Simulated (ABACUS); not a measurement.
The system is Pt.

```
CELL_PARAMETERS angstrom
0.00000 1.96090 1.96090
1.96090 0.00000 1.96090
1.96090 1.96090 0.00000
ATOMIC_POSITIONS crystal
Pt 0.00000 0.00000 0.00000
```

| Property | Result |
| --- | --- |
| Program | ABACUS 3.10.1 |
| Task | single point |
| Functional | PBE |
| Potentials or basis | PseudoDojo NC SR 0.4.1 PBE standard |
| Cutoff | 1143 eV |
| Density cutoff | 4572 eV |
| Basis | plane waves |
| k mesh | 12 × 12 × 12 |
| Occupations | fermi-dirac, width 0.05 eV |
| Spin | no spin polarisation |

On this cell: pressure 9.7 GPa; band gap on the k mesh none (metal or under the smearing width).

The same run follows on a disturbed copy (cell strained at random at fixed volume):

```
CELL_PARAMETERS angstrom
-0.01330 1.93575 1.94453
1.97104 0.00303 1.92819
2.00088 1.94926 -0.02681
ATOMIC_POSITIONS crystal
Pt 0.98674 0.01995 0.00694
```

**Question.** What changes?

**Answer.** The energy (extrapolated to zero smearing) moves by +2.6 meV/atom; pressure 9.8 GPa; band gap on the k mesh none (metal or under the smearing width).

Stress tensor (GPa, compression positive):
```
 8.78 -0.64  1.46
-0.64 10.28  0.63
 1.46  0.63 10.35
```
